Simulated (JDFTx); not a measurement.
H under changes of volume

One of the cells (11.780 Å³/atom); the others are scaled copies at fixed shape and fractional positions:

```
H
1.0
    -1.69153    1.69153    2.05847
     1.69153   -1.69153    2.05847
     1.69153    1.69153   -2.05847
H
2
Direct
  0.09014 0.09014 0.00000
  0.90986 0.90986 0.00000
```

| Property | Result |
| --- | --- |
| Program | JDFTx 1.7.0 (patched build) |
| Functional | PBE |
| Potentials or basis | PseudoDojo-SR-PBE-0.5-standard |
| Cutoff | 980 eV |
| Density cutoff | 7837 eV |
| k mesh | 11 × 11 × 11 |
| Occupations | fermi-dirac, width 0.05 eV |
| Spin | no spin polarisation |

```csv
volume (Å³/atom),energy over the lowest point (meV/atom),pressure (GPa),gap on the mesh (eV),largest force (eV/Å)
11.073,7.13,1.9,9.12,0.793
11.309,4.62,1.5,9.10,0.597
11.544,?,?,?,?
11.780,1.31,0.7,9.06,0.231
12.015,0.42,0.4,9.04,0.060
12.251,0.00,0.1,9.01,0.104
12.487,0.01,-0.2,8.99,0.261
```

Problem. What does the run at 11.544 Å³/atom give?

Solution. Energy over the lowest point 2.70 meV/atom; pressure 1.1 GPa; gap on the mesh 9.08 eV; largest force 0.410 eV/Å.

Worked out: A Birch-Murnaghan fit of order 3 (a polynomial in V^(-2/3)) to the other rows has its minimum at 12.36 Å³/atom with B0 = V·E''(V) = 14.9 GPa and B' = 2.8 at fixed shape and positions, which overstates the stiffness. It gives 2.70 meV/atom at 11.544 Å³/atom, against the run's 2.70, and -dE/dV = 1.1 GPa, against 1.1. A straight line through the other rows of the gap, of slope -1.08 eV per unit of ln V, gives 9.08 eV, against the run's 9.08.

Caveats: an odd mesh through Γ misses points on the zone boundary, where band edges often lie.
